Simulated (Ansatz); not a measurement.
# MoS2 (P-3m1) in Ansatz: notebook

The runs below take MoS2 through single point, with PBE.

Program: Ansatz 0.2.0. These are calculated values, not measurements. Logs are shortened: lines on timing, memory, paths and dates and some standing lists are left out, and cuts for length are marked.

**1. The structure**

It takes space group P-3m1 (No. 164, trigonal). Conventional cell: a = 3.227 Å, b = 3.227 Å, c = 6.312 Å, α = 90.00°, β = 90.00°, γ = 120.00°. Mo (site symmetry -3m) has 6 S at 2.42 Å as nearest neighbours. Around S (site symmetry 3m) lie 3 Mo at 2.42 Å.

Measurements of this composition are mostly on another form, of space group No. 194.

**2. Single point, PBE, 17.84 Å³/atom (volume scaled by 0.94)**

input.yaml reads:

```yaml
crystal:
  lattice:
    - [3.1615794509, 0.0, 0.0]
    - [-1.5807897255, 2.7380081205, 0.0]
    - [0.0, 0.0, 6.1836112739]
  atoms:
    - { symbol: Mo, position: [0.0, 0.0, 0.5] }
    - { symbol: S, position: [0.6666666667, 0.3333333333, 0.74468068] }
    - { symbol: S, position: [0.3333333333, 0.6666666667, 0.25531932] }
kpoints:
  mp_grid: { grid: [9, 9, 4] }
scf:
  occupations: { method: fermi_dirac, width: 0.05 }
hamiltonian:
  xc: pbe
  pseudopotentials: { kind: all_electron, lapw: { basis_error: 0.001 } }
output:
  forces: true
  stress: true
  eigenvalues: true
```

Potentials or basis: all-electron LAPW, scalar-relativistic.

Run with:

```bash
$ ansatz run input.yaml --threads 2 --pin off --max-ram 6144MiB --backend cpu --events-out ev --progress --plain --runs-dir out
```

The log of the run:

```text
Warning: RAYON_NUM_THREADS=2 ignored (pool sized by the plan → 2); use --threads N
LAPW: plane waves up to 8.425 Å⁻¹, error target 1.0e-3 eV per atom; small_component_spin mean_spin; S in spheres of 1.053 Å, 14 of its electrons in bands, Dirac shells []; Mo in spheres of 1.318 Å, 30 of its electrons in bands, Dirac shells [] (how accurate: hamiltonian.pseudopotentials.lapw.basis_error, Limitations)
Engine: ansatz 0.2.0, x86_64-unknown-linux-gnu
Pseudopotentials: kind: all_electron
Pseudopotential: Mo, LAPW, valence charge 30, lapw/all_electron/scalar/gaussian/Mo, Koelling and Harmon's equation, gaussian nucleus
Pseudopotential: S, LAPW, valence charge 14, lapw/all_electron/scalar/gaussian/S, Koelling and Harmon's equation, gaussian nucleus
Functional definition: PBE
  parameter kappa = 0.804
  parameter beta = 0.06672455060314922
  exchange = pbe_x(kappa = kappa, mu = beta*pi^2/3)
  correlation = pbe_c(beta = beta)
Crystal: 3 atoms, lattice volume = 53.528 Å³
Basis set: ecut = 270.4568643688165 eV, 527 PW (Γ), exchange–correlation at level 2
Bands: 35, of which v1, the nominal top of the filled ones, is band 29 counted from 1 (28 counted from 0)
Symmetry: 12 space group operations
Space group: P-3m1 (ITA 164), of the structure as read, at distance tolerance 3.8e-5 Å
k-points: 43 of 324
Non-local potential: Mo, projectors of the file, none
Non-local potential: S, projectors of the file, none
Initial density: superposition of atomic densities (chi_scale 0.1, normalization cell, long waves kept (reshape's long-wave potential 0.15 eV rms))
Initial wavefunctions: plane waves of lowest kinetic energy (no species holds an atomic orbital)
Functional: x = pbe(κ = 0.804, μ = 0.2195149727645171), c = pbe(β = 0.06672455060314922)
iter 1 solved again at ethr=6.02e-3 eV; its pass at ethr=1.00e-1 eV (dr2=3.49e0 eV) is discarded
SCF iter   1: F=—  HF=-131906.328131 eV  |F-HF|=—  |Δ(HF+E_count)|=         —  Δρ=6.73e-2  dr2=3.49e0  ethr=6.02e-3  ⟨swp⟩=2.0  Hψ=10079  notcnv=0
preconditioner: auto → LDOS  [metal: Δε(μ)=0.060 eV  Ē_g=10.446 eV  σ=0.050 eV  W_gap=0.29  n_scr=22 (ndim 8)  ℏωp=21.5 eV  f_vac=0.118  D(μ)=1.30/eV (n_scr^D=4)  β→1.0]
SCF iter   2: F=—  HF=-131905.181615 eV  |F-HF|=—  |Δ(HF+E_count)|=    1.15e0  Δρ=2.95e-2  dr2=4.82e-1  ethr=6.02e-3  ⟨swp⟩=3.0  Hψ=4546  notcnv=0
iter 3 solved again at ethr=4.89e-5 eV; its pass at ethr=8.31e-4 eV (dr2=2.84e-2 eV) is discarded
SCF iter   3: F=—  HF=-131904.927993 eV  |F-HF|=—  |Δ(HF+E_count)|=   2.54e-1  Δρ=6.98e-3  dr2=2.83e-2  ethr=4.89e-5  ⟨swp⟩=2.0  Hψ=8004  notcnv=0
SCF iter   4: F=—  HF=-131904.909386 eV  |F-HF|=—  |Δ(HF+E_count)|=         —  Δρ=1.78e-3  dr2=3.53e-3  ethr=4.89e-5  ⟨swp⟩=3.0  Hψ=4808  notcnv=0
the basis was enlarged: its passes take 344.5 KiB over the memory plan, 2 of 2 planned eigensolver slots
SCF iter   5: F=—  HF=-131904.909068 eV  |F-HF|=—  |Δ(HF+E_count)|=   3.17e-4  Δρ=3.40e-4  dr2=1.93e-4  ethr=6.09e-6  ⟨swp⟩=2.2  Hψ=4247  notcnv=0
SCF iter   6: F=—  HF=-131904.909039 eV  |F-HF|=—  |Δ(HF+E_count)|=   2.93e-5  Δρ=6.41e-5  dr2=2.76e-6  ethr=3.33e-7  ⟨swp⟩=2.0  Hψ=4237  notcnv=0
SCF iter   7: F=-131904.909039 eV  HF=-131904.909039 eV  |F-HF|=6.51e-8  |Δ(HF+E_count)|=   4.44e-7  Δρ=1.34e-5  dr2=4.82e-8  ethr=4.75e-9  ⟨swp⟩=2.1  Hψ=4241  notcnv=0
SCF 1 converged in 7 iterations: F = -131904.909039 eV  dr2 = 4.82e-8
SCF converged after 7 iterations
Free energy (F): -131904.909039 eV
Harris-Foulkes:  -131904.909039 eV  (|F-HF|=6.51e-8)
Internal energy: -131904.901140 eV  (E = F + TS)
E sigma→0 (E₀):  -131904.905089 eV
Entropy (-TS):   -0.007899 eV (-2.633 meV/atom)
Fermi energy:    12.435099 eV
--- Per-component energies (eV) ---
  E_band       = -6804.237973
  E_kinetic    = 136009.348190
  E_xc         = -4768.947045
  E_electrostatic = -263145.302285  (all electrons and nuclei)
  E_smearing   = -0.007899  (= −TS)
  E_closure    = 0.000000  (closes the sum)
  E_atoms      = -131884.088107  (free atoms, spherical and without spin; not in F)
  Σ components = -131904.909039   (vs F -131904.909039, Δ=0.00e0)
  Basis errors (estimates in eV, not in F): energy 4.8e-4 per atom: plane waves 4.3e-4 (2.5e-4 summed), levels above the bands 1.7e-62, relativity 3.0e-8, radial functions 4.7e-5, core shells 4.5e-7; eigenvalues (radial functions only) 1.3e-6; not estimated: angular momenta, meshes, grids; target (lapw.basis_error) 1.0e-3; muffin-tin radii S 1.053 Å, Mo 1.318 Å
--- Forces (eV/Å), atoms counted from 1 ---
  atom   1  Mo     0.00000000    -0.00000000     0.00000000
  atom   2  S     -0.00000000     0.00000000     1.35785095
  atom   3  S      0.00000000    -0.00000000    -1.35785095
  max |Σ_I F_I| component: 4.63e-18 eV/Å
--- Stress (GPa, compression-positive) ---
        9.215881      -0.000000      -0.000000
       -0.000000       9.215881       0.000000
       -0.000000       0.000000      13.304182
  P = ⅓ Tr σ = 10.5786 GPa (105.786 kbar)
--- Band table (eV; the first three rows and the last of 43) ---
  k-point 0: bands = ["-364.0985", "-364.0985", "-364.0678", "-205.9879", "-205.9879", "-205.9607", "-205.9607", "-205.9540", "-193.6955", "-193.6955", "-138.4870", "-138.4870", "-138.4870", "-138.4870", "-138.4364", "-138.4364", "-49.3269", "-23.4159", "-23.3184", "-23.3184", "-2.8136", "-1.1806", "5.3632", "8.1233", "8.1233", "10.5235", "11.2283", "11.3773", "11.3773", "12.1602", "12.1602", "15.8820", "15.8820", "18.4973", "19.2155"]
  k-point 1: bands = ["-364.0985", "-364.0985", "-364.0678", "-205.9879", "-205.9879", "-205.9607", "-205.9607", "-205.9540", "-193.6955", "-193.6955", "-138.4870", "-138.4870", "-138.4870", "-138.4870", "-138.4364", "-138.4364", "-49.3269", "-23.4159", "-23.3184", "-23.3184", "-2.7227", "-1.3418", "5.7290", "8.1280", "8.1280", "9.4304", "11.3736", "11.3736", "12.0226", "12.1226", "12.1226", "15.9738", "15.9738", "18.3537", "19.9030"]
  k-point 2: bands = ["-364.0985", "-364.0985", "-364.0678", "-205.9879", "-205.9879", "-205.9607", "-205.9607", "-205.9540", "-193.6955", "-193.6955", "-138.4870", "-138.4870", "-138.4870", "-138.4870", "-138.4364", "-138.4364", "-49.3269", "-23.4160", "-23.3184", "-23.3184", "-2.6092", "-1.5221", "6.2135", "8.1327", "8.1327", "8.6186", "11.3699", "11.3699", "12.0859", "12.0859", "12.4106", "16.0668", "16.0668", "18.3388", "20.6193"]
  k-point 42: bands = ["-364.0985", "-364.0985", "-364.0678", "-205.9879", "-205.9879", "-205.9607", "-205.9607", "-205.9540", "-193.6955", "-193.6955", "-138.4870", "-138.4870", "-138.4870", "-138.4870", "-138.4364", "-138.4364", "-49.2793", "-23.6053", "-23.6053", "-23.3188", "-0.5238", "-0.5238", "6.5127", "6.5127", "6.9427", "8.4540", "8.4540", "8.4612", "12.8008", "12.8008", "13.1172", "16.3140", "16.3140", "20.1908", "20.4344"]
```

It took 18 s on 2 threads of Intel Xeon at 2.50GHz (Skylake/Cascade Lake), shared host; peak memory 0.41 GiB.

Results:

```yaml
Free_energy: -131904.9090 eV
Pressure: 10.6 GPa
Largest_force: 1.358 eV/Å
Band_gap_on_the_k_mesh: none (metal or under the smearing width)
```

Caveat: this functional lacks dispersion, which binds the layers, so the pressure and a relaxed spacing across them are unreliable; forces of over 1 eV/Å show positions far from the minimum, so gaps and moduli don't describe the material at rest.

**3. Single point, PBE, 18.22 Å³/atom (volume scaled by 0.96)**

input.yaml: that of step 2 with these lines changed.

```diff
@@ -2,5 +2,5 @@
   lattice:
-    - [3.1615794509, 0.0, 0.0]
-    - [-1.5807897255, 2.7380081205, 0.0]
-    - [0.0, 0.0, 6.1836112739]
+    - [3.1838448285, 0.0, 0.0]
+    - [-1.5919224143, 2.7572905031, 0.0]
+    - [0.0, 0.0, 6.2271592669]
   atoms:
```

Potentials or basis: all-electron LAPW, scalar-relativistic.

Run with:

```bash
$ ansatz run input.yaml --threads 2 --pin off --max-ram 6144MiB --backend cpu --events-out ev --progress --plain --runs-dir out
```

Wall time 18 s (2 threads of Intel Xeon at 2.50GHz (Skylake/Cascade Lake), shared host); peak memory 0.41 GiB.

It converged, with:

```yaml
Free_energy: -131904.9715 eV
Pressure: 7.1 GPa
Largest_force: 0.972 eV/Å
Band_gap_on_the_k_mesh: none (metal or under the smearing width)
```

Caveat: this functional lacks dispersion, which binds the layers, so the pressure and a relaxed spacing across them are unreliable.

**4. Single point, PBE, 18.60 Å³/atom (volume scaled by 0.98)**

input.yaml: that of step 3 with these lines changed.

```diff
@@ -2,5 +2,5 @@
   lattice:
-    - [3.1838448285, 0.0, 0.0]
-    - [-1.5919224143, 2.7572905031, 0.0]
-    - [0.0, 0.0, 6.2271592669]
+    - [3.2058030729, 0.0, 0.0]
+    - [-1.6029015365, 2.7763069006, 0.0]
+    - [0.0, 0.0, 6.27010655]
   atoms:
```

Run with:

```bash
$ ansatz run input.yaml --threads 2 --pin off --max-ram 6144MiB --backend cpu --events-out ev --progress --plain --runs-dir out
```

Wall time 18 s (2 threads of Intel Xeon at 2.50GHz (Skylake/Cascade Lake), shared host); peak memory 0.41 GiB.

Results (log left out):

| Quantity | Value |
| --- | --- |
| Free energy | -131905.0104 eV |
| Pressure | 3.9 GPa |
| Largest force | 0.615 eV/Å |
| Band gap on the k mesh | none (metal or under the smearing width) |

Caveat: this functional lacks dispersion, which binds the layers, so the pressure and a relaxed spacing across them are unreliable.

**5. Single point, PBE, 18.98 Å³/atom**

input.yaml: that of step 4 with these lines changed.

```diff
@@ -2,5 +2,5 @@
   lattice:
-    - [3.2058030729, 0.0, 0.0]
-    - [-1.6029015365, 2.7763069006, 0.0]
-    - [0.0, 0.0, 6.27010655]
+    - [3.2274645616, 0.0, 0.0]
+    - [-1.6137322808, 2.7950663001, 0.0]
+    - [0.0, 0.0, 6.31247342]
   atoms:
```

Run with:

```bash
$ ansatz run input.yaml --threads 2 --pin off --max-ram 6144MiB --backend cpu --events-out ev --progress --plain --runs-dir out
```

Wall time 17 s (2 threads of Intel Xeon at 2.50GHz (Skylake/Cascade Lake), shared host); peak memory 0.41 GiB.

It converged, with:

```
Free energy            : -131905.0281 eV
Pressure               : 1.1 GPa
Largest force          : 0.284 eV/Å
Band gap on the k mesh : none (metal or under the smearing width)
```

Caveat: this functional lacks dispersion, which binds the layers, so the pressure and a relaxed spacing across them are unreliable.

**6. Single point, PBE, 19.36 Å³/atom (volume scaled by 1.02)**

input.yaml: that of step 5 with these lines changed.

```diff
@@ -2,5 +2,5 @@
   lattice:
-    - [3.2274645616, 0.0, 0.0]
-    - [-1.6137322808, 2.7950663001, 0.0]
-    - [0.0, 0.0, 6.31247342]
+    - [3.248839122, 0.0, 0.0]
+    - [-1.624419561, 2.8135772124, 0.0]
+    - [0.0, 0.0, 6.3542790981]
   atoms:
```

Potentials or basis: all-electron LAPW, scalar-relativistic.

Run with:

```bash
$ ansatz run input.yaml --threads 2 --pin off --max-ram 6144MiB --backend cpu --events-out ev --progress --plain --runs-dir out
```

Run time: 19 s. Hardware: 2 threads of Intel Xeon at 2.50GHz (Skylake/Cascade Lake), shared host; peak memory 0.41 GiB.

The run converged. Its results:

* Free energy: -131905.0267 eV
* Pressure: -1.4 GPa
* Largest force: 0.023 eV/Å
* Band gap on the k mesh: none (metal or under the smearing width)

Caveat: this functional lacks dispersion, which binds the layers, so the pressure and a relaxed spacing across them are unreliable.

**7. Single point, PBE, 19.74 Å³/atom (volume scaled by 1.04)**

input.yaml: that of step 6 with these lines changed.

```diff
@@ -2,5 +2,5 @@
   lattice:
-    - [3.248839122, 0.0, 0.0]
-    - [-1.624419561, 2.8135772124, 0.0]
-    - [0.0, 0.0, 6.3542790981]
+    - [3.2699360711, 0.0, 0.0]
+    - [-1.6349680355, 2.8318477062, 0.0]
+    - [0.0, 0.0, 6.3955418068]
   atoms:
```

Run with:

```bash
$ ansatz run input.yaml --threads 2 --pin off --max-ram 6144MiB --backend cpu --events-out ev --progress --plain --runs-dir out
```

It took 20 s on 2 threads of Intel Xeon at 2.50GHz (Skylake/Cascade Lake), shared host; peak memory 0.42 GiB.

It converged, with:

```yaml
Free_energy: -131905.0082 eV
Pressure: -3.7 GPa
Largest_force: 0.307 eV/Å
Band_gap_on_the_k_mesh: none (metal or under the smearing width)
```

Caveat: this functional lacks dispersion, which binds the layers, so the pressure and a relaxed spacing across them are unreliable.

**8. Single point, PBE, 20.12 Å³/atom (volume scaled by 1.06)**

input.yaml: that of step 7 with these lines changed.

```diff
@@ -2,5 +2,5 @@
   lattice:
-    - [3.2699360711, 0.0, 0.0]
-    - [-1.6349680355, 2.8318477062, 0.0]
-    - [0.0, 0.0, 6.3955418068]
+    - [3.2907642509, 0.0, 0.0]
+    - [-1.6453821255, 2.8498854391, 0.0]
+    - [0.0, 0.0, 6.4362788402]
   atoms:
```

Run with:

```bash
$ ansatz run input.yaml --threads 2 --pin off --max-ram 6144MiB --backend cpu --events-out ev --progress --plain --runs-dir out
```

Wall time 19 s (2 threads of Intel Xeon at 2.50GHz (Skylake/Cascade Lake), shared host); peak memory 0.41 GiB.

It converged, with:

```yaml
Free_energy: -131904.9744 eV
Pressure: -5.8 GPa
Largest_force: 0.570 eV/Å
Band_gap_on_the_k_mesh: none (metal or under the smearing width)
```

Caveat: this functional lacks dispersion, which binds the layers, so the pressure and a relaxed spacing across them are unreliable.
